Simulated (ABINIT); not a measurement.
MgO:

```
Mg O
1.0
     0.00000    2.09700    2.09700
     2.09700    0.00000    2.09700
     2.09700    2.09700    0.00000
Mg O
1 1
Direct
  0.00000 0.00000 0.00000
  0.50000 0.50000 0.50000
```

The cell is a database's computed one.

Base run:

| Quantity | Value |
| --- | --- |
| Program | ABINIT 10.8.3 (patched build) |
| Functional | LDA |
| Potentials or basis | PseudoDojo NC SR LDA v0.4.1 standard |
| Cutoff | 1143 eV |
| k mesh | 11 × 11 × 11 |
| Occupations | fermi-dirac, width 0.05 eV |
| Spin | no spin polarisation |

Its results: band gap on the k mesh 4.82 eV, direct; pressure -4.0 GPa.

Task: The run is repeated on the same cell with these changes: potentials or basis from PseudoDojo NC SR LDA v0.4.1 standard to JTH PAW LDA v2.0; cutoff from 1143 eV to 626 eV; k mesh from 11 × 11 × 11 to 14 × 14 × 14. What comes out?

Result: Band gap on the k mesh 4.78 eV, direct; pressure -3.4 GPa.
